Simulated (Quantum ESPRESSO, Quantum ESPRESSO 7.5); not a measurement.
## black arsenene, 1 layer: a series in strain along the second axis

What law, if any, do the results for black arsenene, 1 layer follow against strain along the second axis?

Method: plane-wave DFT, PBE, GBRV ultrasoft pseudopotentials, in Quantum ESPRESSO 7.5.

## 1. The structure

The cell holds 4 atoms: 4 As. Its edges and angles: a = 4.750 Å, b = 3.680 Å, c = 17.480 Å, α = 90.0°, β = 90.0°, γ = 90.0°. It derives from As. Vacuum lies along c.

Set-up: Cell and atoms are first relaxed; each strained cell is then held, the other axis too, and the atoms relax in it. A periodic run with 15 Å of vacuum in the starting cell gives the vacuum levels, and bands follow along a path.

Members -2, -1, 0, 1 and 2 took the same steps and show in the table alone.

## 2. Relaxing cell and ions of the reference

What the set-up leaves free in this member is relaxed.

Contents of ref.relax.in:

```
&control
  prefix = 'ref.relax'
  outdir = './out'
  pseudo_dir = './pseudo'
  nstep = 80
  forc_conv_thr = 0.0004
  calculation = 'vc-relax'
  etot_conv_thr = 1e-06
/
&system
  ibrav = 0
  nat = 4
  ntyp = 1
  ecutwfc = 50
  ecutrho = 250
  occupations = 'smearing'
  smearing = 'fd'
  degauss = 0.004
/
&electrons
  conv_thr = 1e-09
  mixing_beta = 0.4
  electron_maxstep = 120
  mixing_mode = 'plain'
/
&ions
/
&cell
  cell_dofree = '2Dxy'
  press_conv_thr = 0.3
/
ATOMIC_SPECIES
  As  74.9216  as_pbe_v1.uspp.F.UPF
CELL_PARAMETERS angstrom
  4.75000000000000 0.00000000000000 0.00000000000000
  0.00000000000000 3.68000000000000 0.00000000000000
  0.00000000000000 0.00000000000000 17.48000000000000
ATOMIC_POSITIONS crystal
  As  0.090000000000 0.000000000000 0.429061784897
  As  0.410000000000 0.500000000000 0.434782608696
  As  0.590000000000 0.500000000000 0.565217391304
  As  0.910000000000 0.000000000000 0.570938215103
K_POINTS automatic
  8 8 1 0 0 0
```

Started as:

```
> OMP_NUM_THREADS=1 mpirun -n 4 pw.x -nk 4 -in ref.relax.in > ref.relax.out
```

The log of the run:

```text
Program PWSCF v.7.5 starts
[citation notice left out]

     Parallel version (MPI & OpenMP), running on       4 processor cores
     Number of MPI processes:                 4
     Threads/MPI process:                     1

     MPI processes distributed on     1 nodes
[...]
Current dimensions of program PWSCF are:
     Max number of different atomic species (ntypx) = 10
     Max number of k-points (npk) =  40000
     Max angular momentum in pseudopotentials (lmaxx) =  4
     Message from routine setup:
     using ibrav=0 with symmetry is DISCOURAGED, use correct ibrav instead

     K-points division:     npool     =       4
     Subspace diagonalization in iterative solution of the eigenvalue problem:
     a serial algorithm will be used

     G-vector sticks info
     --------------------
     sticks:   dense  smooth     PW     G-vecs:    dense   smooth      PW
     Sum        1247     999    289               137777    98583   15577

     Using Slab Decomposition

     bravais-lattice index     =            0
     lattice parameter (alat)  =       8.9762  a.u.
     unit-cell volume          =    2061.9563 (a.u.)^3
     number of atoms/cell      =            4
     number of atomic types    =            1
     number of electrons       =        20.00
     number of Kohn-Sham states=           14
     kinetic-energy cutoff     =      50.0000  Ry
     charge density cutoff     =     250.0000  Ry
     scf convergence threshold =      1.0E-09
     mixing beta               =       0.4000
     number of iterations used =            8  plain     mixing
     energy convergence thresh.=      1.0E-06
     force convergence thresh. =      4.0E-04
     press convergence thresh. =      3.0E-01
     Exchange-correlation= SLA  PW   PBE  PBE
                           (   1   4   3   4   0   0   0)
     nstep                     =           80

     celldm(1)=   8.976199  celldm(2)=   0.000000  celldm(3)=   0.000000
     celldm(4)=   0.000000  celldm(5)=   0.000000  celldm(6)=   0.000000

     crystal axes: (cart. coord. in units of alat)
               a(1) = (   1.000000   0.000000   0.000000 )
               a(2) = (   0.000000   0.774737   0.000000 )
               a(3) = (   0.000000   0.000000   3.680000 )

     reciprocal axes: (cart. coord. in units 2 pi/alat)
               b(1) = (  1.000000  0.000000  0.000000 )
               b(2) = (  0.000000  1.290761  0.000000 )
               b(3) = (  0.000000  0.000000  0.271739 )

     PseudoPot. # 1 for As read from file:
     ./pseudo/as_pbe_v1.uspp.F.UPF
     Pseudo is Ultrasoft + core correction, Zval =  5.0
     Generated by new atomic code, or converted to UPF format
     Using radial grid of  875 points,  6 beta functions with:
                l(1) =   0
                l(2) =   0
                l(3) =   1
                l(4) =   1
                l(5) =   2
                l(6) =   2
     Q(r) pseudized with  8 coefficients,  rinner =    1.300   1.300   1.300
                                                       1.300   1.300

     atomic species   valence    mass     pseudopotential
     As                5.00    74.92160     As( 1.00)

      4 Sym. Ops., with inversion, found

   Cartesian axes

     site n.     atom                  positions (alat units)
         1        As     tau(   1) = (   0.0900000   0.0000000   1.5789474  )
         2        As     tau(   2) = (   0.4100000   0.3873684   1.6000000  )
         3        As     tau(   3) = (   0.5900000   0.3873684   2.0800000  )
         4        As     tau(   4) = (   0.9100000   0.0000000   2.1010526  )

     number of k points=    25  Fermi-Dirac smearing, width (Ry)=  0.0040
                       cart. coord. in units 2pi/alat
        k(    1) = (   0.0000000   0.0000000   0.0000000), wk =   0.0312500
        k(    2) = (   0.0000000   0.1613451   0.0000000), wk =   0.0625000
        k(    3) = (   0.0000000   0.3226902   0.0000000), wk =   0.0625000
        k(    4) = (   0.0000000   0.4840353   0.0000000), wk =   0.0625000
        k(    5) = (   0.0000000  -0.6453804   0.0000000), wk =   0.0312500
        k(    6) = (   0.1250000   0.0000000   0.0000000), wk =   0.0625000
        k(    7) = (   0.1250000   0.1613451   0.0000000), wk =   0.1250000
        k(    8) = (   0.1250000   0.3226902   0.0000000), wk =   0.1250000
        k(    9) = (   0.1250000   0.4840353   0.0000000), wk =   0.1250000
        k(   10) = (   0.1250000  -0.6453804   0.0000000), wk =   0.0625000
[...]
k(   25) = (  -0.5000000  -0.6453804   0.0000000), wk =   0.0312500

     Dense  grid:   137777 G-vectors     FFT dimensions: (  45,  36, 180)

     Smooth grid:    98583 G-vectors     FFT dimensions: (  45,  32, 150)

     Estimated max dynamical RAM per process >     220.54 MB

     Estimated total dynamical RAM >     781.27 MB

     Initial potential from superposition of free atoms

     starting charge      19.9990, renormalised to      20.0000

     negative rho (up, down):  1.370E-04 0.000E+00
     Starting wfcs are   16 randomized atomic wfcs

     total cpu time spent up to now is        1.4 secs

     per-process dynamical memory:    98.9 Mb

     Self-consistent Calculation

     iteration #  1     ecut=    50.00 Ry     beta= 0.40
     Davidson diagonalization with overlap
     ethr =  1.00E-02,  avg # of iterations =  2.2

     Threshold (ethr) on eigenvalues was too large:
     Diagonalizing with lowered threshold

     Davidson diagonalization with overlap
     ethr =  2.39E-04,  avg # of iterations =  2.4

     negative rho (up, down):  2.511E-05 0.000E+00

     total cpu time spent up to now is        5.8 secs

     total energy              =    -161.04761901 Ry
     estimated scf accuracy    <       0.04706634 Ry

     iteration #  2     ecut=    50.00 Ry     beta= 0.40
[...]
negative rho (up, down):  6.385E-05 0.000E+00

[...]
total energy              =    -161.04672456 Ry
     estimated scf accuracy    <       0.01345009 Ry

     iteration #  3     ecut=    50.00 Ry     beta= 0.40
[...]
negative rho (up, down):  9.532E-05 0.000E+00

[...]
total energy              =    -161.04792373 Ry
     estimated scf accuracy    <       0.00036773 Ry

     iteration #  4     ecut=    50.00 Ry     beta= 0.40
[...]
negative rho (up, down):  1.151E-04 0.000E+00

[...]
total energy              =    -161.04819873 Ry
     estimated scf accuracy    <       0.00010571 Ry

[...]
estimated scf accuracy    <       0.00056581 Ry

[...]
iteration #  8     ecut=    50.00 Ry     beta= 0.40
[...]
negative rho (up, down):  1.512E-04 0.000E+00

[...]
End of self-consistent calculation

[...]
the Fermi energy is    -1.0046 ev

!    total energy              =    -161.07493326 Ry
     estimated scf accuracy    <          5.8E-10 Ry
     smearing contrib. (-TS)   =      -0.00000192 Ry
     internal energy E=F+TS    =    -161.07493133 Ry

     The total energy is F=E-TS. E is the sum of the following terms:
     one-electron contribution =    -226.06763688 Ry
     hartree contribution      =     117.43585248 Ry
     xc contribution           =    -126.02462300 Ry
     ewald contribution        =      73.58147607 Ry

     convergence has been achieved in   8 iterations

     negative rho (up, down):  1.512E-04 0.000E+00

     Forces acting on atoms (cartesian axes, Ry/au):

     atom    1 type  1   force =    -0.00900568   -0.00000000    0.00830501
     atom    2 type  1   force =     0.00932842    0.00000000   -0.01139771
     atom    3 type  1   force =    -0.00932842    0.00000000    0.01139771
     atom    4 type  1   force =     0.00900568   -0.00000000   -0.00830501

     Total force =     0.027093     Total SCF correction =     0.000014

     Computing stress (Cartesian axis) and pressure

     negative rho (up, down):  1.512E-04 0.000E+00
          total   stress  (Ry/bohr**3)                   (kbar)     P=        1.42
   0.00002177   0.00000000  -0.00000022            3.20        0.00       -0.03
   0.00000000   0.00000158   0.00000000            0.00        0.23        0.00
  -0.00000022   0.00000000   0.00000554           -0.03        0.00        0.81

     Energy error            =      9.1E-03 Ry
     Gradient error          =      1.1E-02 Ry/Bohr
     Cell gradient error     =      3.2E+00 kbar

     number of scf cycles    =   3
     number of bfgs steps    =   2

     enthalpy           old  =    -161.0658248657 Ry
     enthalpy           new  =    -161.0749332579 Ry

     CASE: enthalpy          _new < enthalpy          _old

     new trust radius        =       0.0372070237 bohr
     new conv_thr            =       0.0000000003 Ry

     new unit-cell volume =   2095.12686 a.u.^3 (   310.46577 Ang^3 )
     density =      1.60289 g/cm^3

CELL_PARAMETERS (angstrom)
   4.800669828   0.000000000   0.000000000
   0.000000000   3.699733634   0.000000000
   0.000000000   0.000000000  17.480000000

ATOMIC_POSITIONS (crystal)
As               0.0726277911        0.0000000000        0.4313368553
As               0.4276856818        0.5000000000        0.4316844204
As               0.5723143182        0.5000000000        0.5683155796
As               0.9273722089        0.0000000000        0.5686631447

[...]
NEW-OLD atomic charge density approx. for the potential
     New effective cutoffs (rho, wfc):  249.73   49.99

     negative rho (up, down):  1.658E-04 0.000E+00

     total cpu time spent up to now is       86.9 secs

     per-process dynamical memory:   106.1 Mb

[...]
!    total energy              =    -161.07595314 Ry
[...]
Total force =     0.004760     Total SCF correction =     0.000011
[...]
number of bfgs steps    =   3
[...]
new trust radius        =       0.0040094432 bohr
[...]
!    total energy              =    -161.07598301 Ry
[...]
Total force =     0.002759     Total SCF correction =     0.000003
[...]
number of bfgs steps    =   4
[...]
new trust radius        =       0.0044103814 bohr
[...]
!    total energy              =    -161.07600774 Ry
[...]
Total force =     0.000840     Total SCF correction =     0.000005
[...]
number of bfgs steps    =   5
[...]
new trust radius        =       0.0066161127 bohr
[...]
!    total energy              =    -161.07602484 Ry
[...]
Total force =     0.001478     Total SCF correction =     0.000001
[...]
number of bfgs steps    =   6
[...]
new trust radius        =       0.0066216454 bohr
[...]
!    total energy              =    -161.07603501 Ry
[...]
Total force =     0.002352     Total SCF correction =     0.000004
[...]
number of bfgs steps    =   7
[...]
new trust radius        =       0.0072847448 bohr
[...]
!    total energy              =    -161.07604561 Ry
[...]
!    total energy              =    -161.07606509 Ry
[...]
Total force =     0.000302     Total SCF correction =     0.000000
[...]
number of bfgs steps    =  12
[...]
new trust radius        =       0.0019228558 bohr
[...]
!    total energy              =    -161.07606626 Ry
[...]
Total force =     0.000570     Total SCF correction =     0.000001
[...]
number of bfgs steps    =  13
[...]
new trust radius        =       0.0028836805 bohr
[...]
Self-consistent Calculation

     iteration #  1     ecut=    50.00 Ry     beta= 0.40
     Davidson diagonalization with overlap
     ethr =  1.00E-06,  avg # of iterations =  2.0

     Threshold (ethr) on eigenvalues was too large:
     Diagonalizing with lowered threshold

     Davidson diagonalization with overlap
     ethr =  6.01E-11,  avg # of iterations =  9.3

     negative rho (up, down):  1.510E-04 0.000E+00

     total cpu time spent up to now is      330.6 secs

     total energy              =    -161.07606769 Ry
     estimated scf accuracy    <       0.00000002 Ry

[...]
iteration #  5     ecut=    50.00 Ry     beta= 0.40
[...]
negative rho (up, down):  1.510E-04 0.000E+00

[...]
End of self-consistent calculation

          k = 0.0000 0.0000 0.0000 ( 12305 PWs)   bands (ev):

   -15.2736 -13.2087 -10.6160  -7.5783  -5.9257  -5.0367  -4.0051  -2.8983
    -2.4760  -1.4831  -0.5573   0.7328   1.1351   1.7920

          k = 0.0000 0.1611 0.0000 ( 12283 PWs)   bands (ev):

   -15.1272 -13.0526 -10.7659  -7.8021  -5.7987  -4.9028  -4.5456  -3.0472
    -2.8202  -1.5888  -0.4173   0.9901   1.7602   1.7661

          k = 0.0000 0.3223 0.0000 ( 12292 PWs)   bands (ev):

   -14.6952 -12.5890 -11.2721  -8.5380  -5.4444  -5.1959  -4.5260  -3.6246
    -2.7421  -1.9535  -0.1436  -0.0318   1.4554   1.6908

          k = 0.0000 0.4834 0.0000 ( 12316 PWs)   bands (ev):

   -14.0019 -12.1226 -11.8337  -9.6567  -5.2662  -5.0010  -4.0146  -3.6771
    -3.0695  -2.5729  -0.3110   0.1120   0.3650   1.0540

          k = 0.0000-0.6445 0.0000 ( 12328 PWs)   bands (ev):

   -13.1056 -13.1029 -10.8265 -10.8249  -4.9534  -4.9504  -3.6593  -3.6592
    -3.1601  -3.1571  -0.1985  -0.1958   0.4591   0.4611

          k = 0.1241 0.0000 0.0000 ( 12298 PWs)   bands (ev):

   -15.2031 -13.2694 -10.6581  -7.9589  -5.6654  -4.7684  -3.9367  -2.6223
    -2.4958  -1.8917  -0.2392   0.7980   0.8599   1.6635

[...]
the Fermi energy is    -0.9622 ev

!    total energy              =    -161.07606768 Ry
     estimated scf accuracy    <          2.1E-12 Ry
     smearing contrib. (-TS)   =      -0.00000190 Ry
     internal energy E=F+TS    =    -161.07606579 Ry

     The total energy is F=E-TS. E is the sum of the following terms:
     one-electron contribution =    -226.58952972 Ry
     hartree contribution      =     117.72943090 Ry
     xc contribution
[key lines of the parts left out:]
convergence has been achieved in   5 iterations
```

Wall time 8.5 min (4 MPI ranks of Arm Neoverse V1, shared host); peak memory 0.94 GiB; 34 min of CPU time.

The steps of the relaxation:

```
step  energy less that of the first step (eV)  largest force (eV/Å)  volume (Å³)
   1                                   0.0000                1.8732       305.55
   2                                  -0.2393                1.1282       307.74
   3                                  -0.3632                0.3787       309.78
   4                                  -0.3771                0.0807       310.47
   5                                  -0.3775                0.0477       310.33
   6                                  -0.3778                0.0144       310.09
   7                                  -0.3781                0.0203       309.71
   8                                  -0.3782                0.0329       309.34
   9                                  -0.3783                0.0370       308.94
  10                                  -0.3785                0.0276       308.32
  11                                  -0.3786                0.0110       308.09
  12                                  -0.3786                0.0026       308.08
  13                                  -0.3786                0.0045       308.11
  14                                  -0.3786                0.0095       308.11
  15                                  -0.3786                0.0129       308.07
  16                                  -0.3787                0.0155       308.00
  17                                  -0.3787                0.0171       307.87
  18                                  -0.3788                0.0172       307.67
  19                                  -0.3788                0.0144       307.34
  20                                  -0.3788                0.0099       307.00
  21                                  -0.3788                0.0070       306.94
  22                                  -0.3789                0.0070       306.94
```

```
cell as run  before  after  change
      a (Å)   4.750  4.756  +0.1 %
      b (Å)   3.680  3.692  +0.3 %
```

The atoms that moved most (Å, along periodic axes as changes of fractional coordinates times the final cell, across vacuum about the mean position):

```
atom      dx     dy      dz  length
 As3  -0.091  0.000   0.061   0.110
 As2   0.091  0.000  -0.061   0.110
 As1  -0.090  0.000   0.039   0.098
 As4   0.090  0.000  -0.039   0.098
```

Final coordinates:

```cif
data_structure
_symmetry_space_group_name_H-M 'P 1'
_symmetry_Int_Tables_number 1
_cell_length_a 4.7559
_cell_length_b 3.6921
_cell_length_c 17.4800
_cell_angle_alpha 90.000
_cell_angle_beta 90.000
_cell_angle_gamma 90.000
_cell_volume 306.94
loop_
_atom_site_label
_atom_site_type_symbol
_atom_site_fract_x
_atom_site_fract_y
_atom_site_fract_z
_atom_site_occupancy
As1 As 0.07099 0.00000 0.43129 1
As2 As 0.42915 0.50000 0.43128 1
As3 As 0.57085 0.50000 0.56872 1
As4 As 0.92901 0.00000 0.56871 1
```

 The last row is no step: it is a fresh SCF in the final cell with a new plane-wave basis, -0 meV from the row before.

Numbers from this step:

```
free energy  : -2191.5518 eV
Fermi energy : -0.9328 eV
```

(Part 1 of 6 ends here.)

[Logs are printed without paths, hosts, clocks, repeated set-up lines and the standing remarks that a program may print on its own settings, such as how far it seeks lower states.]

[Hosts, paths, dates, database ids (printed as entryN), source tags and the programs' standing remarks are cut or masked in the printed files.]

[Maps of the electrostatic potential energy from Ansatz leave out the sawtooth potential of an applied field or a dipole correction, so their vacuum need not be flat; planar profiles and work functions include it.]
